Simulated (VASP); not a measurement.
# Ta: single point with PBEsol

Ta:

```xyz
1
Lattice="-1.6207 1.6546 1.6292 1.6978 -1.6262 1.6778 1.6224 1.6279 -1.6008" Properties=species:S:1:pos:R:3 pbc="T T T"
Ta   -0.0498    0.0348   -0.0299
```

The cell isn't the ideal one: cell strained at random at fixed volume.

| Quantity | Value |
| --- | --- |
| Program | VASP 6.6.1 |
| Task | single point |
| Functional | PBEsol |
| Potentials or basis | VASP PAW PBE potentials, release 64 (Ta_pv) |
| Cutoff | 520 eV |
| k mesh | 11 × 11 × 11 |
| Occupations | fermi-dirac, width 0.05 eV |
| Spin | no spin polarisation |
| Ladder | free |
| Further INCAR settings | ALGO = Normal; EDIFF = 1e-07; NBANDS = 12 |

* Pressure: -3.8 GPa
* Band gap on the k mesh: none (metal or under the smearing width)

Stress tensor (GPa, compression positive):
```
-4.33 -0.23 -4.14
-0.23 -3.09 -1.45
-4.14 -1.45 -3.88
```

Levels at points of the mesh, in eV from the Fermi level:
| k point | band 4 | band 5 | band 6 | band 7 | band 8 | band 9 |
| --- | --- | --- | --- | --- | --- | --- |
| (0.00, 0.00, 0.00) | -7.92 | 0.36 | 0.60 | 1.17 | 4.00 | 4.12 |

Wall time 35 s on 1 thread of Intel(R) Xeon(R) 6975P-C (Granite Rapids), on a shared host, peak memory 0.25 GiB.

Caveat: the PAW data sets were made with another functional, which shifts forces and pressure a little. The run has no spin-orbit coupling, so splittings on Ta are missing.
